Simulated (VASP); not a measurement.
InSb: relaxation of cell and atoms with PBEsol

The system is InSb.

```
In Sb
1.0
     0.00000    3.26032    3.26032
     3.26032    0.00000    3.26032
     3.26032    3.26032    0.00000
In Sb
1 1
Cartesian
  0.0000 0.0000 0.0000
  1.6302 1.6302 1.6302
```

```yaml
Program: VASP 6.6.1
Task: relaxation of cell and atoms
Functional: PBEsol
Potentials_or_basis: VASP PAW PBE potentials, release 64 (In_d, Sb)
Cutoff: 600 eV
k_mesh: 10 × 10 × 10
Occupations: gaussian, width 0.03 eV
Spin: no spin polarisation
Further_INCAR_settings: ALGO = Normal; EDIFF = 1e-07; IBRION = 2; EDIFFG = -0.005; NSW = 90; ISIF = 3
```

```yaml
Pressure_after_relaxing: 0.0 GPa
Band_gap_on_the_k_mesh: none (metal or under the smearing width)
```

Final structure:
```xyz
2
Lattice="0.0000 3.2603 3.2603 3.2603 0.0000 3.2603 3.2603 3.2603 0.0000" Properties=species:S:1:pos:R:3 pbc="T T T"
In    0.0000    0.0000    0.0000
Sb    1.6302    1.6302    1.6302
```

Levels at points of the mesh, in eV from the Fermi level:
| k point | band 6 | band 7 | band 8 | band 9 | band 10 | band 11 | band 12 | band 13 |
| --- | --- | --- | --- | --- | --- | --- | --- | --- |
| (0.00, 0.00, 0.00) | -10.64 | -0.38 | -0.01 | -0.01 | -0.01 | 2.92 | 2.92 | 2.92 |
| (0.50, 0.00, 0.00) | -9.31 | -5.58 | -0.99 | -0.99 | 0.43 | 3.76 | 3.76 | 5.96 |
| (0.50, 0.50, 0.00) | -8.72 | -5.88 | -2.22 | -2.22 | 1.27 | 1.28 | 8.00 | 8.00 |

Wall time 28 s on 1 thread of Intel(R) Xeon(R) 6975P-C (Granite Rapids) (shared host), peak memory 0.26 GiB.

Caveat: the relaxation stopped at its first step, so nothing moved; the PAW data sets were made with another functional, which shifts forces and pressure a little; this crystal is a semiconductor, whose small gap the functional closes, so the metal is an error of the method. The run has no spin-orbit coupling, so splittings on Sb are missing.
